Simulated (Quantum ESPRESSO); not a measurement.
FeO (Wuestite):

```
Fe O
1.0
     0.00000    2.15540    2.15540
     2.15540    0.00000    2.15540
     2.15540    2.15540    0.00000
Fe O
1 1
Cartesian
  0.0000 0.0000 0.0000
  2.1554 2.1554 2.1554
```

- Program: Quantum ESPRESSO 7.5
- Task: relaxation of cell and atoms
- Functional: PBEsol
- Dispersion: D3(BJ)
- Potentials or basis: GBRV 1.5 PBEsol
- Cutoff: 762 eV
- Density cutoff: 6095 eV
- k mesh: 11 × 11 × 11
- Occupations: fermi-dirac, width 0.05 eV
- Spin: collinear spin, ferromagnetic start
- Starting moments: [3.0, 0.0] μB

At the start: pressure -10.7 GPa; volume 10.01 Å³/atom.

Question: How do energy, volume and symmetry change on relaxing?

Answer: Over 4 steps the energy falls by 18.9 meV/atom and the volume is 9.47 Å³/atom (-5.5 %); space group Fm-3m (No. 225, to 0.05 Å); moment 4.00 μB per cell.

Step by step:
```tsv
step	energy change (eV)	largest force (eV/Å)	pressure (GPa)	volume (Å³)
1	0.0000	0.0000	-10.74	20.03
2	-0.0168	0.0000	-8.27	19.74
3	-0.0377	0.0000	0.70	18.87
4	-0.0379	0.0000	-0.04	18.93
```

Final structure:
```yaml
crystal:
  lattice:
    - [2.99159, 0.00000, 0.00000]
    - [1.49579, 2.59079, 0.00000]
    - [1.49579, 0.86360, 2.44262]
  atoms:
    - { symbol: Fe, position: [0.00000, 0.00000, 0.00000] }
    - { symbol: O, position: [0.50000, 0.50000, 0.50000] }
```

Caveat: a cell with one magnetic atom can't hold antiferromagnetic order, which such compounds often take; pairwise dispersion overbinds metals, which lowers pressure and volume.
